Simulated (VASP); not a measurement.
Computed with AM05 GGA, VASP's PBE PAW potentials (set 64) (plane waves; VASP).

A VASP calculation is set up with these files.

POSCAR:
```
MgF2
1
    4.6473116922     0.0000000000     0.0000000000
    0.0000000000     4.6473116922     0.0000000000
    0.0000000000     0.0000000000     3.0664118385
Mg F
2 4
Direct
  0.0000000000   0.0000000000   0.0000000000
  0.5000000000   0.5000000000   0.5000000000
  0.3032996149   0.3032996149   1.0000000000
  0.8032996149   0.1967003851   0.5000000000
  0.1967003851   0.8032996149   0.5000000000
  0.6967003851   0.6967003851   0.0000000000
```

**INCAR**
```
SYSTEM = MgF2
PREC = Accurate; ENCUT = 520; LREAL = .False.
LASPH = .True.; ICHARG = 11
EDIFF = 1E-7; NELM = 100; ALGO = Normal
ISMEAR = 0; SIGMA = 0.05
GGA = AM
LWAVE = .False.; LCHARG = .False.; LORBIT = 11
```

KPOINTS:
```
k-points along high-symmetry lines
10
Line-mode
Reciprocal
  0.000000   0.000000   0.000000 ! GAMMA
  0.000000   0.500000   0.000000 ! X

  0.000000   0.500000   0.000000 ! X
  0.500000   0.500000   0.000000 ! M

  0.500000   0.500000   0.000000 ! M
  0.000000   0.000000   0.000000 ! GAMMA

  0.000000   0.000000   0.000000 ! GAMMA
  0.000000   0.000000   0.500000 ! Z

  0.000000   0.000000   0.500000 ! Z
  0.000000   0.500000   0.500000 ! R

  0.000000   0.500000   0.500000 ! R
  0.500000   0.500000   0.500000 ! A

  0.500000   0.500000   0.500000 ! A
  0.000000   0.000000   0.500000 ! Z

  0.000000   0.500000   0.000000 ! X
  0.000000   0.500000   0.500000 ! R

  0.500000   0.500000   0.000000 ! M
  0.500000   0.500000   0.500000 ! A
```

POTCAR, in this order: Mg F (PBE.64 set). Program: vasp_std. Read from the step before: CHGCAR.

Output of the run:

OSZICAR:
```
       N       E                     dE             d eps       ncg     rms          rms(c)
DAV:   1     0.195851805513E+03    0.19585E+03   -0.17787E+04  3720   0.149E+03
DAV:   2    -0.223067886779E+02   -0.21816E+03   -0.21104E+03  4836   0.325E+02
DAV:   3    -0.315498890771E+02   -0.92431E+01   -0.92171E+01  4220   0.701E+01
DAV:   4    -0.316126179833E+02   -0.62729E-01   -0.62708E-01  4100   0.663E+00
DAV:   5    -0.316130379442E+02   -0.41996E-03   -0.41995E-03  4088   0.554E-01
DAV:   6    -0.316130424367E+02   -0.44925E-05   -0.44924E-05  4096   0.550E-02
DAV:   7    -0.316130425068E+02   -0.70112E-07   -0.70130E-07  3764   0.633E-03
   1 F= -.31613043E+02 E0= -.31613043E+02  d E =-.389787E-15
```

OUTCAR:
```
 val. band max:       -1.3070792748   @ k =   0.0000   0.0000   0.0000

 cond. band min:       5.7121490657   @ k =   0.0000   0.0000   0.0000



 k-point     1 :       0.0000    0.0000    0.0000
  band No.  band energies     occupation
      1     -21.8250      2.00000
      2     -21.0264      2.00000
      3     -21.0264      2.00000
      4     -20.9385      2.00000
      5      -5.3587      2.00000
      6      -3.7569      2.00000
      7      -3.3839      2.00000
      8      -3.3839      2.00000
      9      -3.2016      2.00000
     10      -3.1765      2.00000
     11      -2.5268      2.00000
     12      -2.5268      2.00000
     13      -2.0418      2.00000
     14      -1.6271      2.00000
     15      -1.6271      2.00000
     16      -1.3071      2.00000
     17       5.7121      0.00000
     18      10.8057      0.00000
     19      10.8057      0.00000
     20      12.2962      0.00000

 k-point     2 :       0.0000    0.0556    0.0000
  band No.  band energies     occupation
      1     -21.8199      2.00000
      2     -21.0393      2.00000
      3     -21.0248      2.00000
      4     -20.9326      2.00000
      5      -5.3471      2.00000
      6      -3.7555      2.00000
      7      -3.4564      2.00000
      8      -3.3646      2.00000
      9      -3.1969      2.00000
     10      -3.1123      2.00000
     11      -2.5325      2.00000
     12      -2.5232      2.00000
     13      -2.0455      2.00000
     14      -1.6552      2.00000
     15      -1.6295      2.00000
     16      -1.3147      2.00000
     17       5.7519      0.00000
     18      10.7424      0.00000
     19      10.8258      0.00000
     20      12.3143      0.00000

 k-point     3 :       0.0000    0.1111    0.0000
  band No.  band energies     occupation
      1     -21.8048      2.00000
      2     -21.0710      2.00000
      3     -21.0205      2.00000
      4     -20.9217      2.00000
      5      -5.3126      2.00000
      6      -3.7473      2.00000
...
```

The density is held fixed in this step, so its total energy and stress have no physical meaning.

The compound is MgF2 in the rutile structure. It was relaxed first.
